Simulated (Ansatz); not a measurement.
Cu (diamond): energy against volume

Level of theory: DFT, revPBE, plane waves (420 eV) with PAW, scalar-relativistic in Ansatz 0.2.0. The PAW files were generated under PBE, with cores re-solved for the functional.

The cell is scaled uniformly from the relaxed one, with fractional coordinates and shape fixed. Energies are extrapolated to zero smearing, pressures are those at the given smearing. Magnetic state: spin not included.

A Birch-Murnaghan fit gives V₀ = 19.87 Å³/atom, B₀ = 47 GPa, B₀′ = 5.2.

Question: What are the energy above the minimum and the pressure at 17.496 Å³/atom?

Answer: 54.7 meV/atom and 8.42 GPa as computed.

Question: What are the energy above the minimum and the pressure at 19.086 Å³/atom?

Answer: 5.0 meV/atom and 2.15 GPa as computed.

Question: What are the energy above the minimum and the pressure at 21.472 Å³/atom?

Answer: 16.2 meV/atom and -3.00 GPa as computed.
